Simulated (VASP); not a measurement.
# Al: two structures compared in the RPA: fcc and bcc

Al, Fm-3m (no. 225), 1 atom in the cell. PBE, RPA total energies; PAW potentials Al_GW (PBE set).

## Input

INCAR.step1:
```
EDIFF = 1E-7 ; EDIFFG = -0.003
ENCUT = 337 ; GGA = PE
IBRION = 2 ; ISIF = 3
ISMEAR = 0 ; LASPH = T
LCHARG = F ; LREAL = F
LWAVE = F ; NSW = 40
PREC = Accurate ; SIGMA = 0.1
```

INCAR.step3:
```
ALGO = Normal ; EDIFF = 1E-8
ENCUT = 250 ; GGA = PE
ISMEAR = 0 ; KPAR = 8
LASPH = T ; LCHARG = F
LREAL = F ; LWAVE = T
PREC = Accurate ; SIGMA = 0.1
```

INCAR.step4:
```
AEXX = 1.0 ; AGGAC = 0.0
ALDAC = 0.0 ; ALGO = Eigenval
EDIFF = 1E-8 ; ENCUT = 250
GGA = PE ; ISMEAR = 0
KPAR = 8 ; LASPH = T
LCHARG = F ; LHFCALC = T
LREAL = F ; LWAVE = F
NELM = 1 ; PREC = Accurate
PRECFOCK = Fast ; SIGMA = 0.1
```

INCAR.step5:
```
ALGO = ACFDT ; EDIFF = 1E-8
ENCUT = 250 ; ESF_SPLINES = T
GGA = PE ; ISMEAR = 0
LASPH = T ; LCHARG = F
LREAL = F ; LWAVE = F
NOMEGA = 16 ; PREC = Accurate
PRECFOCK = Fast ; SIGMA = 0.1
```

KPOINTS.step1:
```
k-points
0
Gamma
  14 14 14
```

KPOINTS.step3:
```
k-points
0
Gamma
  13 13 13
```

POSCAR.step1:
```
Al
1.0
    0.0000000000      2.0248050000      2.0248050000
    2.0248050000      0.0000000000      2.0248050000
    2.0248050000      2.0248050000      0.0000000000
Al
1
Direct
    0.0000000000      0.0000000000      0.0000000000
```

POSCAR.step2:
```
Al
1.0
   -1.6070887935      1.6070887935      1.6070887935
    1.6070887935     -1.6070887935      1.6070887935
    1.6070887935      1.6070887935     -1.6070887935
Al
1
Direct
    0.0000000000      0.0000000000      0.0000000000
```

Commands (each step's output is kept before the next begins):
```
cat potpaw_PBE.64/Al_GW/POTCAR > POTCAR
cp INCAR.step1 INCAR
cp KPOINTS.step1 KPOINTS
cp POSCAR.step1 POSCAR
mpirun -np 8 vasp_std > vasp.out
cp CONTCAR CONTCAR.first
rm WAVECAR CHG
cp POSCAR.step2 POSCAR
mpirun -np 8 vasp_std > vasp.out
cp CONTCAR CONTCAR.second
rm WAVECAR CHG
cp CONTCAR.first POSCAR
cp INCAR.step3 INCAR
cp KPOINTS.step3 KPOINTS
mpirun -np 8 vasp_std > vasp.out
cp CONTCAR.first POSCAR
cp INCAR.step4 INCAR
mpirun -np 8 vasp_std > vasp.out
rm WAVECAR CHG
cp CONTCAR.first POSCAR
cp INCAR.step5 INCAR
mpirun -np 8 vasp_std > vasp.out
rm WAVECAR CHG
cp CONTCAR.second POSCAR
cp INCAR.step3 INCAR
mpirun -np 8 vasp_std > vasp.out
cp CONTCAR.second POSCAR
cp INCAR.step4 INCAR
mpirun -np 8 vasp_std > vasp.out
rm WAVECAR CHG
cp CONTCAR.second POSCAR
cp INCAR.step5 INCAR
mpirun -np 8 vasp_std > vasp.out
```

## Result

- RPA energy difference (meV/atom): 99.7

Energy of bcc less fcc, each relaxed in PBE:

| Method | meV/atom |
|---|---|
| PBE | 91.7 |
| Exact exchange, no correlation | 146.2 |
| RPA | 99.7 |

VASP 6.6.1 took 1236 s on 8 cores (Intel Xeon Platinum 8488C (Sapphire Rapids)), a shared host.
